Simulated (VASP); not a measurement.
Method: rev-vdW-DF2, VASP's PBE PAW potentials (set 64) (plane waves; VASP 6.6.1).

VASP ran on this input.

**POSCAR**
```
CsCl
1.0
  4.1006272630   0.0000000000   0.0000000000
  0.0000000000   4.1006272630   0.0000000000
  0.0000000000   0.0000000000   4.1006272630
Cs Cl
1 1
Cartesian
  0.0000000000   0.0000000000   0.0000000000
  2.0503136315   2.0503136315   2.0503136315
```

KPOINTS:
```
Automatic mesh
0
Gamma
7 7 7
0 0 0
```

**INCAR**
```
SYSTEM=CsCl
PREC=Accurate; ENCUT=520; LREAL=.False.
LASPH=.True.
EDIFF=1E-7; NELM=100; ALGO=Normal
LMAXMIX=4
ISMEAR=-5
GGA=MK; LUSE_VDW=.True.; AGGAC=0.0
PARAM1=0.1234568; PARAM2=0.7114; ZAB_VDW=-1.8867
ISIF=2
LWAVE=.False.; LCHARG=.True.; LORBIT=11
NEDOS=601
```

POTCAR, in this order: Cs_sv Cl (PBE.64 set). Program: vasp_std.

The resulting files:

### OSZICAR
```
       N       E                     dE             d eps       ncg     rms          rms(c)
DAV:   1     0.103984083488E+03    0.10398E+03   -0.70261E+03   480   0.115E+03
DAV:   2     0.403176480585E+01   -0.99952E+02   -0.93930E+02   744   0.195E+02
DAV:   3    -0.302728703704E+01   -0.70591E+01   -0.70283E+01   600   0.581E+01
DAV:   4    -0.310859841729E+01   -0.81311E-01   -0.81250E-01   580   0.720E+00
DAV:   5    -0.310976038903E+01   -0.11620E-02   -0.11618E-02   596   0.871E-01    0.221E+00
DAV:   6    -0.275099366800E+01    0.35877E+00   -0.62631E-01   548   0.455E+00    0.160E+00
DAV:   7    -0.270537641884E+01    0.45617E-01   -0.19083E-01   652   0.249E+00    0.945E-01
DAV:   8    -0.270273417212E+01    0.26422E-02   -0.14193E-02   568   0.911E-01    0.132E-01
DAV:   9    -0.270259111407E+01    0.14306E-03   -0.26584E-03   648   0.330E-01    0.106E-01
DAV:  10    -0.270269211691E+01   -0.10100E-03   -0.22929E-04   576   0.133E-01    0.175E-02
DAV:  11    -0.270270288444E+01   -0.10768E-04   -0.17921E-05   612   0.361E-02    0.479E-03
DAV:  12    -0.270270268555E+01    0.19889E-06   -0.64373E-06   588   0.158E-02    0.260E-03
DAV:  13    -0.270270253390E+01    0.15165E-06   -0.36162E-07   588   0.426E-03    0.107E-03
DAV:  14    -0.270270254620E+01   -0.12299E-07   -0.16200E-07   440   0.238E-03
   1 F= -.27027025E+01 E0= -.27027025E+01  d E =0.000000E+00
```

### OUTCAR
```
------------------------ aborting loop because EDIFF is reached ----------------------------------------
  FORCE on cell =-STRESS in cart. coord.  units (eV):
  Direction    XX          YY          ZZ          XY          YZ          ZX
  --------------------------------------------------------------------------------------
  Total       -0.0188019     -0.0188019     -0.0188019      0.0000000      0.0000000     -0.0000000
  in kB       -0.4368782     -0.4368782     -0.4368782      0.0000000      0.0000000     -0.0000000
  external PRESSURE =      -0.4368782 kB  Pullay stress =       0.0000000 kB
  volume of cell :       68.95
      direct lattice vectors                 reciprocal lattice vectors
     4.100627263  0.000000000  0.000000000     0.243865130  0.000000000  0.000000000
     0.000000000  4.100627263  0.000000000     0.000000000  0.243865130  0.000000000
     0.000000000  0.000000000  4.100627263     0.000000000  0.000000000  0.243865130
 POSITION                                       TOTAL-FORCE (eV/Angst)
 -----------------------------------------------------------------------------------
      0.00000      0.00000      0.00000         0.000000      0.000000      0.000000
      2.05031      2.05031      2.05031         0.000000      0.000000      0.000000
 -----------------------------------------------------------------------------------
    total drift:                                0.000000      0.000000      0.000000
  FREE ENERGIE OF THE ION-ELECTRON SYSTEM (eV)
  ---------------------------------------------------
  free  energy   TOTEN  =        -2.7027025462 eV

  energy  without entropy=       -2.7027025462  energy(sigma->0) =       -2.70270255

 total charge

# of ion       s       p       d       tot
------------------------------------------
    1        1.828   4.686   0.032   6.546
    2        1.597   3.538   0.000   5.136
--------------------------------------------------
tot          3.425   8.224   0.032  11.682
```
(Selected blocks of OUTCAR.)

The compound is CsCl in the CsCl type structure. It was relaxed first.
